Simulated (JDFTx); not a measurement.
# GaN (F-43m) in JDFTx: a series of runs, part 2 of 2

JDFTx 1.7.0 (patched build).

## Step 4: Single point, HSE06

Input file GaN.in:

```
lattice \
    0.0000000000     2.2535006075     2.2535006075 \
    2.2535006075     0.0000000000     2.2535006075 \
    2.2535006075     2.2535006075     0.0000000000
latt-scale 1.889726124626 1.889726124626 1.889726124626
coords-type Lattice
ion Ga     0.0000000000     0.0000000000     0.0000000000 1
ion N      0.2500000000     0.2500000000     0.2500000000 1

ion-species pseudo/Ga.upf
ion-species pseudo/N.upf
elec-cutoff 36 288
elec-ex-corr hyb-HSE06
kpoint-folding 3 3 3
elec-smearing Fermi 0.0018374661
elec-n-bands 15
electronic-SCF nIterations 100 energyDiffThreshold 1e-07
electronic-minimize nIterations 30 energyDiffThreshold 1e-7
converge-empty-states yes
forces-output-coords Cartesian

dump-name run.$VAR
dump End Ecomponents EigStats BandEigs Kpoints Forces Stress
```

Potentials or basis: PseudoDojo-SR-PBE-0.5-standard.

The run is started by

```console
> jdftx -c 1 -i GaN.in -o GaN.out
```

It took 11 min on 1 thread of Arm Neoverse V2, shared host; peak memory 0.16 GiB.

The run converged. Its results:

| Quantity | Value |
| --- | --- |
| Free energy | -2070.3262 eV |
| Band gap on the k mesh | 2.84 eV, direct |
| Loewdin charges | Ga +0.86; N -0.83 e |

Levels at points of the mesh, in eV from the valence-band top:
```tsv
k point	band 6	band 7	band 8	band 9	band 10	band 11
(0.00, 0.00, 0.00)	-13.67	0.00	0.00	0.00	2.84	11.39
```

Caveat: the k mesh is coarse (spacing up to 0.80 Å⁻¹), so the values aren't converged, least of all with exact exchange; the cutoff is too short for stress, so the log's stress isn't used; this program's HSE differs a little from the usual definition; the hybrid runs on potentials with a model core; the potentials were made for another functional, which shifts forces and pressure.

## Step 5: Single point, HSEsol

Input file GaN.in:

```
lattice \
    0.0000000000     4.2584989699     4.2584989699 \
    4.2584989699     0.0000000000     4.2584989699 \
    4.2584989699     4.2584989699     0.0000000000
coords-type Cartesian
ion Ga     0.0000000000     0.0000000000     0.0000000000 1
ion N      2.1292494849     2.1292494849     2.1292494849 1

ion-species pseudo/Ga.upf
ion-species pseudo/N.upf
elec-cutoff 36 288
elec-ex-corr hyb-gga-hse-sol
kpoint-folding 3 3 3
elec-smearing Fermi 0.0018374661
elec-n-bands 15
electronic-SCF nIterations 100 energyDiffThreshold 1e-07
electronic-minimize nIterations 30 energyDiffThreshold 1e-7
converge-empty-states yes
forces-output-coords Cartesian

dump-name run.$VAR
dump End Ecomponents EigStats BandEigs Kpoints Forces Stress ElecDensity Dtot KEdensity
```

Potentials or basis: PseudoDojo-SR-PBE-0.5-standard.

The run is started by

```console
> jdftx -c 1 -i GaN.in -o GaN.out
```

The log of the run:

```text
*************** JDFTx 1.7.0 (patched build) ***************

Input parsed successfully to the following command list (including defaults):
[... the input with its defaults ...]

---------- Setting up symmetries ----------

Found 48 point-group symmetries of the bravais lattice
Found 24 space-group symmetries with basis
Applied RMS atom displacement 4.33014e-11 bohrs to make symmetries exact.

---------- Initializing the Grid ----------
R =
[            0       4.2585       4.2585  ]
[       4.2585            0       4.2585  ]
[       4.2585       4.2585            0  ]
unit cell volume = 154.454
G =
[  -0.737723   0.737723   0.737723  ]
[   0.737723  -0.737723   0.737723  ]
[   0.737723   0.737723  -0.737723  ]
Minimum fftbox size, Smin = [  48  48  48  ]
Chosen fftbox size, S = [  48  48  48  ]

---------- Initializing tighter grid for wavefunction operations ----------
R =
[            0       4.2585       4.2585  ]
[       4.2585            0       4.2585  ]
[       4.2585       4.2585            0  ]
unit cell volume = 154.454
G =
[... 321 lines left out ...]

# Stress tensor in Cartesian coordinates [Eh/a0^3]:
[  0.000326375            0            0  ]
[            0  0.000326375            0  ]
[            0            0  0.000326375  ]

# Ionic positions in cartesian coordinates:
ion Ga  -0.000000000025000  -0.000000000025000  -0.000000000025000 1
ion N   2.129249484925000   2.129249484925000   2.129249484925000 1

# Forces in Cartesian coordinates:
force Ga  -0.000000000000000   0.000000000000000  -0.000000000000000 1
force N  -0.000000000000000  -0.000000000000000   0.000000000000000 1

# Energy components:
   Eewald =      -58.3371585566606043
       EH =       21.3540626174138630
     Eloc =      -56.2786414618011506
      Enl =      -38.5077929304229443
      Exc =      -18.4100945744460809
 Exc_core =        7.3937986828563798
      EXX =       -2.0103073518063352
       KE =       68.8370825753210767
-------------------------------------
     Etot =      -75.9590509995457950
       TS =        0.0000000000000216
-------------------------------------
        F =      -75.9590509995458234

IonicMinimize: Iter:   0  F: -75.959050999545823  |grad|_K:  3.102e-36
IonicMinimize: Converged (|grad|_K<1.000000e-04).

#--- Lowdin population analysis ---
# oxidation-state Ga +0.839
# oxidation-state N -0.803

Dumping 'run.eigStats' ...
	eMin: -0.283027 at state 0 ( [ +0.000000 +0.000000 +0.000000 ] spin 0 )
	HOMO: +0.367461 at state 0 ( [ +0.000000 +0.000000 +0.000000 ] spin 0 )
	mu  : +0.418336
	LUMO: +0.467208 at state 0 ( [ +0.000000 +0.000000 +0.000000 ] spin 0 )
	eMax: +1.246535 at state 2 ( [ +0.000000 +0.333333 +0.333333 ] spin 0 )
	HOMO-LUMO gap: +0.099748
	Optical gap  : +0.099748 at state 0 ( [ +0.000000 +0.000000 +0.000000 ] spin 0 )
Done!
[note: mu as printed may lie anywhere between the filled and the empty levels]
```

Wall time 11 min (1 thread of Arm Neoverse V2, shared host); peak memory 0.16 GiB.

Results:

* Free energy: -2066.9511 eV
* Band gap on the k mesh: 2.71 eV, direct
* Loewdin charges: Ga +0.84; N -0.80 e

Caveat: the k mesh is coarse (spacing up to 0.80 Å⁻¹), so the values aren't converged, least of all with exact exchange; the cutoff is too short for stress, so the log's stress isn't used; versions of the library of functionals differ on this one, in energies and forces; the hybrid runs on potentials with a model core; the potentials were made for another functional, which shifts forces and pressure.

## Step 6: Single point, PBE

Input file GaN.in:

```
lattice \
    0.0000000000     4.2584989699     4.2584989699 \
    4.2584989699     0.0000000000     4.2584989699 \
    4.2584989699     4.2584989699     0.0000000000
coords-type Cartesian
ion Ga     0.0000000000     0.0000000000     0.0000000000 1
ion N      2.1292494849     2.1292494849     2.1292494849 1

ion-species pseudo/Ga.upf
ion-species pseudo/N.upf
elec-cutoff 42 336
elec-ex-corr gga-PBE
kpoint-folding 5 5 5
elec-smearing Fermi 0.0018374661
elec-n-bands 15
electronic-SCF nIterations 100 energyDiffThreshold 1e-09
electronic-minimize nIterations 30 energyDiffThreshold 1e-7
converge-empty-states yes
forces-output-coords Cartesian

dump-name run.$VAR
dump End Ecomponents EigStats BandEigs Kpoints Forces Stress State
```

Potentials or basis: PseudoDojo-SR-PBE-0.5-standard.

The run is started by

```console
> jdftx -c 1 -i GaN.in -o GaN.out
```

Run time: 12 s. Hardware: 1 thread of Intel Xeon Platinum 8488C (Sapphire Rapids), shared host; peak memory 0.09 GiB.

It converged, with:

```yaml
Free_energy: -2098.8176 eV
Pressure: 5.1 GPa
Band_gap_on_the_k_mesh: 1.75 eV, direct
Loewdin_charges: Ga +0.83; N -0.80 e
```

Levels at points of the mesh, in eV from the valence-band top:
| k point | band 6 | band 7 | band 8 | band 9 | band 10 | band 11 |
| --- | --- | --- | --- | --- | --- | --- |
| (0.00, 0.00, 0.00) | -13.27 | 0.00 | 0.00 | 0.00 | 1.75 | 10.34 |

Caveat: the k mesh is coarse (spacing up to 0.48 Å⁻¹), so the values aren't converged; the empty levels aren't tightly converged. A hybrid or GW would open this gap; PBE tends to underestimate it.

## Step 7: For comparison

An earlier run on the cell as given: functional PBE; potentials or basis PseudoDojo-SR-PBE-0.5-standard; cutoff 1143 eV; density cutoff 9143 eV; k mesh 10 × 10 × 10; occupations fermi-dirac, width 0.05 eV; no spin polarisation.

* Pressure: 5.2 GPa
* Band gap on the k mesh: 1.76 eV, direct
* Loewdin charges: Ga +0.82; N -0.80 e

## Step 8: Summary

| level | potentials or basis | k mesh | cutoff (eV) | SCF threshold on the energy | mesh quality | gap on the mesh (eV) | pressure (GPa) |
| --- | --- | --- | --- | --- | --- | --- | --- |
| PBEsol | PseudoDojo-SR-PBEsol-0.4.1-standard | 10 × 10 × 10 | 1143 | 1e-09 Ha | not flagged | 1.71 | -0.9 |
| r2SCAN | SG15-PBE-1.2 | 10 × 10 × 10 | 1088 | 1e-09 Ha | not flagged | 1.87 | -3.5 |
| HSE06 | PseudoDojo-SR-PBE-0.5-standard | 3 × 3 × 3 | 980 | 1e-07 Ha | coarse | 2.84 | - |
| HSEsol | PseudoDojo-SR-PBE-0.5-standard | 3 × 3 × 3 | 980 | 1e-07 Ha | coarse | 2.71 | - |
| PBE | PseudoDojo-SR-PBE-0.5-standard | 5 × 5 × 5 | 1143 | 1e-09 Ha | coarse | 1.75 | 5.1 |
| PBE | PseudoDojo-SR-PBE-0.5-standard | 10 × 10 × 10 | 1143 | 1e-09 Ha | not flagged | 1.76 | 5.2 |

Alike in all rows: task single point; no spin polarisation; cell as given; smearing fermi-dirac 0.05 eV.

Caveats: some runs use coarse meshes; the empty levels aren't tightly converged (some runs); the potentials were made for another functional, which shifts forces and pressure (some runs); the hybrid runs on potentials with a model core (some runs); this program's HSE differs a little from the usual definition (some runs); versions of the library of functionals differ on this one, in energies and forces (some runs).

Total energies depend on the potentials used, so only differences within one code and one set of settings carry meaning.

## Step 9: Against experiment

Step 2. Against the measured gap of GaN, 3.299 eV (direct; 0 K; a printed reference work, textbook), the calculated 1.71 eV is off by -1.59 eV. Spin-orbit coupling on Ga is left out. The value is that of PBEsol, without temperature or zero-point motion. Semilocal functionals fall short of measured gaps as a rule. The cell is a database's relaxed one, not the measured one, which moves gaps too.

Step 3. Against the measured gap of GaN, 3.299 eV (direct; 0 K; a printed reference work, textbook), the calculated 1.87 eV is off by -1.43 eV. Spin-orbit coupling on Ga is left out. The value is that of r2SCAN, without temperature or zero-point motion. The cell is a database's relaxed one, not the measured one, which moves gaps too.
